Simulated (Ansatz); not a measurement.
# Hf/MoSe2/Hf: conductance against the thickness of the layer, part 5 of 5

How fast does the current through Hf/MoSe2/Hf fall with each added layer? Both electrodes are Hf hcp(0001); the barrier is MoSe2 2H layers (two layers in the relaxed core). In the first transport cell, after relaxation, the nearest pair of electrode and barrier is Hf–Se at 2.74 Å, along the normal, at the lower face and Hf–Se at 2.75 Å, along the normal, at the upper one. All share a net of side 3.3 Å, which strains the lower electrode by +3.1 % and the barrier by +0.0 %, against typed lattice constants near PBE's. The first steps treat the bulk electrodes alone.

Ansatz 0.2.0; PBE+D3(BJ) DFT, plane waves, PAW files (the session's first sound run).

So far, transmission at the Fermi level (a spin, zone mean): step 4 (the open system: T(E)) 0.0363; step 5 (conductance on a fine mesh, 28 atoms) 0.0333; step 6 (conductance, atomic planes in the barrier 12, gap between the electrodes 27.88 Å) 1.4e-4. Also channels of the lower lead: step 4 0.736; step 5 0.604.

## (8) The same cell, other settings

This step: PBE DFT, plane waves, PAW files; ballistic transmission by layer matching between semi-infinite leads; changed: output.transmission.e_range = [-0.02, 0.02], output.transmission.de = 0.01 (Ansatz 0.2.0).

System of this step: Hf/MoSe2/Hf. The cell holds 28 atoms: 22 Hf, 4 Se and 2 Mo. Cell: a = 3.300 Å, b = 3.300 Å, c = 77.930 Å, α = 90.0°, β = 90.0°, γ = 120.0°. Regions: left electrode, 11 atoms (11 Hf); barrier, 6 atoms (4 Se and 2 Mo); right electrode, 11 atoms (11 Hf). Vacuum lies along c.

This run repeats an earlier one, its twin (the spectrum run, 6 atomic planes between the electrodes), with two settings changed (output.transmission.e_range, output.transmission.de; files written aside). The setting was drawn as a possible misstep, on purpose. Where the input is shown as a difference, that is against the step before, not the twin.

Input file input.yaml:

```yaml
crystal:
  lattice:
    - [3.3, 0.0, 0.0]
    - [-1.65, 2.8578838325, 0.0]
    - [0.0, 0.0, 77.9304113569]
  atoms:
    - { symbol: Hf, position: [0.33333333, 0.66666667, 0.0898237271] }
    - { symbol: Hf, position: [0.0, 0.0, 0.1211983056] }
    - { symbol: Hf, position: [0.33333333, 0.66666667, 0.1525728842] }
    - { symbol: Hf, position: [0.0, 0.0, 0.1839474627] }
    - { symbol: Hf, position: [0.33333333, 0.66666667, 0.2153220413] }
    - { symbol: Hf, position: [0.0, 0.0, 0.2466966198] }
    - { symbol: Hf, position: [0.33333333, 0.66666667, 0.2780711984] }
    - { symbol: Hf, position: [0.0, 0.0, 0.3094457769] }
    - { symbol: Hf, position: [0.33333333, 0.66666667, 0.3408203555] }
    - { symbol: Hf, position: [0.0, 0.0, 0.372194934] }
    - { symbol: Hf, position: [0.33333333, 0.66666667, 0.4025327493] }
    - { symbol: Se, position: [0.33333333, 0.66666667, 0.4376501908] }
    - { symbol: Mo, position: [0.0, 0.0, 0.4593531058] }
    - { symbol: Se, position: [0.33333333, 0.66666667, 0.4807075197] }
    - { symbol: Se, position: [0.0, 0.0, 0.5190394152] }
    - { symbol: Mo, position: [0.33333333, 0.66666667, 0.5403698263] }
    - { symbol: Se, position: [0.0, 0.0, 0.5621456891] }
    - { symbol: Hf, position: [0.0, 0.0, 0.5974567464] }
    - { symbol: Hf, position: [0.66666667, 0.33333333, 0.627805066] }
    - { symbol: Hf, position: [0.0, 0.0, 0.6591796445] }
    - { symbol: Hf, position: [0.66666667, 0.33333333, 0.6905542231] }
    - { symbol: Hf, position: [0.0, 0.0, 0.7219288016] }
    - { symbol: Hf, position: [0.66666667, 0.33333333, 0.7533033802] }
    - { symbol: Hf, position: [0.0, 0.0, 0.7846779587] }
    - { symbol: Hf, position: [0.66666667, 0.33333333, 0.8160525373] }
    - { symbol: Hf, position: [0.0, 0.0, 0.8474271158] }
    - { symbol: Hf, position: [0.66666667, 0.33333333, 0.8788016944] }
    - { symbol: Hf, position: [0.0, 0.0, 0.9101762729] }
kpoints:
  mp_grid: { grid: [12, 12, 1] }
scf:
  occupations: { method: fermi_dirac, width: 0.1 }
  max_iter: 150
hamiltonian:
  xc: pbe
output:
  transmission:
    kmesh: [12, 12]
    e_range: [-0.02, 0.02]
    de: 0.01
    leads: [[4, 6], [22, 24]]
  dos: { projected: true, e_range: [-6, 5], de: 0.05 }
  write_potential: true
  write_density: true
  volumetric_format: npy
```

On the command line:

```
> ansatz run input.yaml --threads 4 --pin off --max-ram 10240MiB --backend cpu --events-out ev --progress --plain --runs-dir out
```

Numbers of over 12 decimals in the logs are rounded to 6 here.

The log of the run:

```text
[...]
Crystal: 28 atoms, lattice volume = 734.963 Å³
Basis set: ecut = 420 eV, 14637 PW (Γ)
Bands: 399, of which v1, the nominal top of the filled ones, is band 332 counted from 1 (331 counted from 0)
Symmetry: 6 space group operations
[...]
k-points: 19 of 144 (time reversal used)
[...]
SCF iter   1: F=—  HF=-377660.107310 eV  |F-HF|=—  |Δ(HF+E_count)|=         —  Δρ=1.20e-2  dr2=1.65e2  ethr=1.77e-3  ⟨swp⟩=5.6  Hψ=23733  notcnv=0  defer=204
[...]
SCF iter  12: F=-377659.072233 eV  HF=-377659.072233 eV  |F-HF|=2.11e-8  |Δ(HF+E_count)|=   5.24e-9  Δρ=7.29e-7  dr2=2.50e-8  ethr=1.51e-11  ⟨swp⟩=13.4  Hψ=33800  notcnv=0
SCF 1 converged in 12 iterations: F = -377659.072233 eV  dr2 = 2.50e-8
[...]
transmission: 121 of 1197 steps passed
transmission: 243 of 1197 steps passed
[...]
transmission: 1197 of 1197 steps passed
[...]
SCF converged after 12 iterations
Free energy (F): -377659.072233 eV
[...]
Internal energy: -377658.285311 eV  (E = F + TS)
E sigma→0 (E₀):  -377658.678772 eV
Entropy (-TS):   -0.786922 eV (-28.104 meV/atom)
Fermi energy:    14.869778 eV
[...]
--- Band table (eV; the first three rows and the last of 19) ---
  k-point 0: bands = [... 328 lower, 15.6499, 15.6499, 15.6554, 15.6554, 15.6592, 15.6592, 15.6634, 15.6634, ... 63 higher]
  k-point 1: bands = [... 328 lower, 15.5148, 15.5172, 15.5423, 15.5436, 15.6583, 15.6603, 15.6605, 15.6625, ... 63 higher]
  k-point 2: bands = [... 328 lower, 14.8728, 14.8853, 15.1349, 15.1355, 15.1653, 15.2077, 15.6151, 15.6161, ... 63 higher]
  k-point 18: bands = [... 328 lower, 13.9208, 13.9358, 14.6642, 14.6649, 14.7046, 14.7057, 14.7387, 14.7488, ... 63 higher]
--- Transmission ---
  basis      : 85 plane waves across, 63 finite elements along
  points     : 19, standing for a mesh of 12 x 12
[...]
channels       : 7.361111e-1 a spin
[...]
slowest decay  : 0.1188 /Å at (0.2500, 0.1667)
[...]
channels       : 7.361111e-1 a spin
[...]
slowest decay  : 0.1187 /Å at (0.2500, 0.1667)
  junction   : crystal 0 to crystal 1, 19.75 to 56.78 Å
    transmission   : 3.632595e-2 a spin
[...]
```

Wall time 7.5 min (4 threads of Arm Neoverse V2, shared host); peak memory 7.2 GiB.

This number moved little. The transmission at the Fermi level, both spins, is 0.0727 against 0.0726 in the twin: no change within 1 %.

The two runs compared:

| quantity | this run | sound run | difference |
| --- | --- | --- | --- |
| transmission at the Fermi level (a spin, zone mean) | 0.036326 | 0.036321 | 4.5e-6 |

## (9) A repeat with changed settings

This step: PBE DFT, plane waves, PAW files; ballistic transmission by layer matching between semi-infinite leads; changed: scf.mixing = {"algorithm": "anderson", "beta": 0.005, "ndim": 1} (Ansatz 0.2.0).

This run repeats an earlier one, its twin (the conductance run, 6 atomic planes between the electrodes), with three settings changed (scf.mixing.algorithm, scf.mixing.beta, scf.mixing.ndim; files written aside). The setting was drawn as a possible misstep, on purpose. Where the input is shown as a difference, that is against the step before, not the twin.

input.yaml, as its differences from that of step 8:

```diff
@@ -39,2 +39,3 @@
   max_iter: 150
+  mixing: { algorithm: anderson, beta: 0.005, ndim: 1 }
 hamiltonian:
@@ -43,9 +44,5 @@
   transmission:
-    kmesh: [12, 12]
-    e_range: [-0.02, 0.02]
-    de: 0.01
+    kmesh: [30, 30]
+    e_range: [-0.26, 0.27]
+    de: 0.0375
     leads: [[4, 6], [22, 24]]
-  dos: { projected: true, e_range: [-6, 5], de: 0.05 }
-  write_potential: true
-  write_density: true
-  volumetric_format: npy
```

The log of the run:

```text
Engine: ansatz 0.2.0, aarch64-unknown-linux-gnu
Pseudopotentials: kind: paw
Pseudopotential: Hf, paw, valence charge 26, recommended cutoff 420 eV (normal), Hf.paw.azcp
Pseudopotential: Se, paw, valence charge 16, recommended cutoff 420 eV (normal), Se.paw.azcp
Pseudopotential: Mo, paw, valence charge 14, recommended cutoff 420 eV (normal), Mo.paw.azcp
Functional definition: PBE
  parameter kappa = 0.804
  parameter beta = 0.066725
  exchange = pbe_x(kappa = kappa, mu = beta*pi^2/3)
  correlation = pbe_c(beta = beta)
Crystal: 28 atoms, lattice volume = 734.963 Å³
Basis set: ecut = 420 eV, 14637 PW (Γ)
Bands: 399, of which v1, the nominal top of the filled ones, is band 332 counted from 1 (331 counted from 0)
Symmetry: 6 space group operations
Space group: P3m1 (ITA 156), of the structure as read, at distance tolerance 9.0e-5 Å
k-points: 19 of 144 (time reversal used)
Non-local potential: Hf, projectors of the file, l = 0: 3, l = 1: 2, l = 2: 2, l = 3: 3
Non-local potential: Se, projectors of the file, l = 0: 2, l = 1: 2, l = 2: 3, l = 3: 1
Non-local potential: Mo, projectors of the file, l = 0: 3, l = 1: 2, l = 2: 2, l = 3: 1
PAW form: soft (Blöchl's): semilocal exchange-correlation on the pseudo side does not see the compensation charge
PAW one-centre angular grid: Hf, 590 points (default); XC on 64 Gauss nodes
PAW one-centre angular grid: Se, 590 points (default); XC on 64 Gauss nodes
PAW one-centre angular grid: Mo, 590 points (default); XC on 64 Gauss nodes
Initial density: superposition of atomic densities (neutral atoms: chi_scale 0, normalization atom), corrected by the library's trained network
Initial wavefunctions: pseudopotential atomic-orbital guess
Functional: x = pbe(κ = 0.804, μ = 0.219515), c = pbe(β = 0.066725)
SCF iter   1: F=—  HF=-377660.107310 eV  |F-HF|=—  |Δ(HF+E_count)|=         —  Δρ=1.20e-2  dr2=1.65e2  ethr=1.77e-3  ⟨swp⟩=5.6  Hψ=23733  notcnv=0  defer=204
preconditioner: auto → LDOS  [metal: Δε(μ)=0.006 eV  Ē_g=17.092 eV  σ=0.100 eV  W_gap=0.02  n_scr=300 (ndim 1)  ℏωp=32.9 eV  f_vac=0.143  D(μ)=26.37/eV (n_scr^D=248)  β=0.005 kept]
SCF iter   2: F=—  HF=-377660.090416 eV  |F-HF|=—  |Δ(HF+E_count)|=   1.69e-2  Δρ=1.19e-2  dr2=1.63e2  ethr=1.77e-3  ⟨swp⟩=1.0  Hψ=8721  notcnv=0  defer=204
SCF iter   3: F=—  HF=-377660.078970 eV  |F-HF|=—  |Δ(HF+E_count)|=   1.14e-2  Δρ=1.18e-2  dr2=1.61e2  ethr=1.77e-3  ⟨swp⟩=1.0  Hψ=7300  notcnv=0  defer=204
SCF iter   4: F=—  HF=-377660.068968 eV  |F-HF|=—  |Δ(HF+E_count)|=   1.00e-2  Δρ=1.17e-2  dr2=1.60e2  ethr=1.77e-3  ⟨swp⟩=1.0  Hψ=7300  notcnv=0  defer=204
SCF iter   5: F=—  HF=-377660.059376 eV  |F-HF|=—  |Δ(HF+E_count)|=   9.59e-3  Δρ=1.17e-2  dr2=1.58e2  ethr=1.77e-3  ⟨swp⟩=1.1  Hψ=7342  notcnv=0  defer=204
SCF iter   6: F=—  HF=-377660.050115 eV  |F-HF|=—  |Δ(HF+E_count)|=   9.26e-3  Δρ=1.16e-2  dr2=1.56e2  ethr=1.77e-3  ⟨swp⟩=1.2  Hψ=7307  notcnv=0  defer=204
SCF iter   7: F=—  HF=-377660.041767 eV  |F-HF|=—  |Δ(HF+E_count)|=   8.35e-3  Δρ=1.16e-2  dr2=1.55e2  ethr=1.77e-3  ⟨swp⟩=1.3  Hψ=7314  notcnv=0  defer=204
SCF iter   8: F=—  HF=-377660.033916 eV  |F-HF|=—  |Δ(HF+E_count)|=   7.85e-3  Δρ=1.15e-2  dr2=1.53e2  ethr=1.77e-3  ⟨swp⟩=1.5  Hψ=7315  notcnv=0  defer=204
SCF iter   9: F=—  HF=-377660.022237 eV  |F-HF|=—  |Δ(HF+E_count)|=   1.17e-2  Δρ=1.14e-2  dr2=1.51e2  ethr=1.77e-3  ⟨swp⟩=1.9  Hψ=7873  notcnv=0  defer=204
[...]
WARN: iteration 30: there is no memory in which an SCF minimises its free energy, or in which one mixes in the place of another whose close was not accepted (`scf.algorithm`, `scf.convergence.dm_fallback`, `scf.lower_state_search`): it takes a memory limit of about 19.77 GiB, over the 9.60 GiB that it is held to. This SCF is mixed; the run can end on another state than with more memory, one of a higher free energy, o [...]
[...]
SCF iter  33: F=—  HF=-377659.805665 eV  |F-HF|=—  |Δ(HF+E_count)|=   8.33e-3  Δρ=1.00e-2  dr2=1.18e2  ethr=1.77e-3  ⟨swp⟩=1.3  Hψ=7498  notcnv=0  defer=204
SCF iter  34: F=—  HF=-377659.798493 eV  |F-HF|=—  |Δ(HF+E_count)|=   7.17e-3  Δρ=9.95e-3  dr2=1.17e2  ethr=1.77e-3  ⟨swp⟩=1.1  Hψ=7310  notcnv=0  defer=204
SCF iter  35: F=—  HF=-377659.791748 eV  |F-HF|=—  |Δ(HF+E_count)|=   6.74e-3  Δρ=9.89e-3  dr2=1.16e2  ethr=1.77e-3  ⟨swp⟩=1.1  Hψ=7335  notcnv=0  defer=204
SCF iter  36: F=—  HF=-377659.783932 eV  |F-HF|=—  |Δ(HF+E_count)|=   7.82e-3  Δρ=9.84e-3  dr2=1.15e2  ethr=1.77e-3  ⟨swp⟩=1.3  Hψ=7332  notcnv=0  defer=204
```

Elapsed: 10 min, on 4 threads; peak memory 7.2 GiB.

Residual by cycle:

cycle, log10 residual and a bar from the least value:
```
        1        2.2 ##############################
        4        2.2 ###########################
        7        2.2 #########################
       11        2.2 #####################
       14        2.2 ###################
       17        2.1 ################
       20        2.1 ##############
       23        2.1 ###########
       26        2.1 #########
       30        2.1 #####
       33        2.1 ###
       36        2.1
```

The run was cut off at its time limit.

After 36 cycles the residual stands at 115.

The fault put into the input: mixing far too weak (scf.mixing).

## (10) Outcome

```yaml
1_g_at_15p2_a_gap: 0.0391 Ω um²
1_g_at_27p9_a_gap: 11.0 Ω um²
```

**Reading.** Two thicknesses are at hand, so there is no fit; between them it falls as exp(−βd) with β = 0.44 Å⁻¹. At the Fermi level the layers of the barrier in the wide-window run (6 planes) hold from 0.072 to 0.40 states an eV and atom: none is empty there, through tails of the electrodes' states or through bands of its own. The program's largest error estimate on these conductances is 209 %, from the leads' potential steps, in the run that gave 9.1e10 S/m², so that value may be off by a large factor, and what is derived from it shares the doubt. In 2 of these 2 runs a lead's potential steps by more than 25 meV, which the program flags as too much. No spin-orbit coupling, phonons, disorder or image charges enter; the interfaces are ordered, one cell wide and lattice-matched by strain. Semilocal gaps are too small, which can bring a band edge of the barrier nearer to the Fermi level than it is.

[Logs are printed without paths, hosts, clocks, repeated set-up lines and the standing remarks that a program may print on its own settings, such as how far it seeks lower states.]

[Hosts, paths, dates, database ids (printed as entryN), source tags and the programs' standing remarks are cut or masked in the printed files.]
